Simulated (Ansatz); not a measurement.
HfO2, space group P4_2/nmc, a comparison of functionals at one structure

Program: the Python package of Ansatz (0.2.0).

`hfo2.xyz`
```text
6
Lattice="3.55801933 0.0 0.0 0.0 3.55801933 0.0 0.0 0.0 5.17186121" Properties=species:S:1:pos:R:3 pbc="T T T"
Hf    1.77900967    1.77900967    2.58593061
Hf    0.00000000    0.00000000    0.00000000
O     0.00000000    1.77900967    3.60586239
O     1.77900967    0.00000000    4.15192943
O     1.77900967    0.00000000    1.56599882
O     0.00000000    1.77900967    1.01993178
```

`xc_hfo2.py`
```python
import csv
import warnings

import ansatz as az

warnings.simplefilter("ignore", az.DeckWarning)

cell = az.Crystal.from_extxyz("hfo2.xyz")

calc = (
    cell.calculation()
    .basis(38 * az.Ry)
    .kpoints(6, 6, 4, center="gamma")
    .occupations("Fixed")
    .stress()
)

rows = []
for value in ["pbesol", "revpbe", "pbe", "lda", "r2scan"]:
    r = calc.functional(value).run(threads=1, backend="cpu").report
    rows.append((value, r["free_energy_ev"] / len(r["lattice"]["sites"]), r["n_iterations"], sum(r["stress_gpa"][i][i] for i in range(3)) / 3, r["n_kpoints"]))

with open("xc.csv", "w", newline="") as handle:
    writer = csv.writer(handle)
    writer.writerow(["functional", "F/atom (eV)", "iterations", "P (GPa)", "k-points"])
    writer.writerows([round(v, 5) if isinstance(v, float) else v for v in row] for row in rows)
print(open("xc.csv").read())
```

```console
$ python xc_hfo2.py
functional,F/atom (eV),iterations,P (GPa),k-points
pbesol,-5575.05446,7,1.87682,30
revpbe,-5624.23843,8,13.78129,30
pbe,-5620.49741,7,10.00262,30
lda,-5531.01866,7,-4.8139,30
r2scan,-5625.42821,7,4.11436,30
```

From lowest to highest: LDA (-4.8 GPa), PBEsol (1.9 GPa), r2SCAN (4.1 GPa), PBE (10.0 GPa) and revPBE (13.8 GPa). At a fixed cell a lower pressure usually means a smaller equilibrium volume, so LDA prefers the smallest cell and revPBE the largest. Gaps by band count in the reports: PBEsol 4.64 eV, revPBE 4.84 eV, PBE 4.77 eV, LDA 4.55 eV and r2SCAN 5.31 eV (Kohn-Sham values on this mesh, as a rule under measured gaps).

Spin is left out of this run. This is a high-temperature or high-pressure form, not the ambient phase. Pressure is positive in compression. Spin-orbit coupling, which matters for elements this heavy, is left out. This cell is a computed structure, which may not be the phase found in nature. Total energies of different functionals can't be compared; pressures, moments and gaps at this one structure can. The whole script took 28 s on 1 thread of Intel(R) Xeon(R) Processor @ 2.30GHz, with other jobs on the host, peak memory 0.69 GiB.
